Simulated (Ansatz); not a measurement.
A run of Ansatz 0.2.0 is set up as follows.

The input input.yaml:

```yaml
crystal:
  lattice:
    - [2.5080409239, 0.0, 0.0]
    - [-1.2467107647, 2.1762310413, 0.0]
    - [-0.6306650796, -1.0881155206, 3.02254]
  atoms:
    - { symbol: "N", position: [0.671709, 0.322877, 0.977899] }
    - { symbol: B, position: [0.980575, 0.96724, -0.003862] }
kpoints:
  mp_grid: { grid: [13, 13, 9] }
scf:
  occupations: { method: fermi_dirac, width: 0.05 }
hamiltonian:
  xc: pbe
  pseudopotentials: { kind: all_electron, lapw: { basis_error: 0.001 } }
output:
  forces: true
  stress: true
  eigenvalues: true
  populations: true
```

Potentials or basis: all-electron LAPW, scalar-relativistic.

The run is started by

```sh
$ ansatz run input.yaml --threads 1 --pin off --max-ram 3072MiB --backend cpu --events-out ev --progress --plain --runs-dir out
```

Q: Predict the largest force.

A: 3.306 eV/Å.

Q: Predict the band gap on the k mesh.

A: 2.94 eV, indirect (least direct gap 4.49 eV).

Q: What does it give for the pressure?

A: 5.7 GPa.

Stress tensor (GPa, compression positive):
```
-3.83 -4.57  0.51
-4.57 12.71  1.70
 0.51  1.70  8.18
```

Caveat: an odd mesh through Γ misses points on the zone boundary, where band edges often lie.
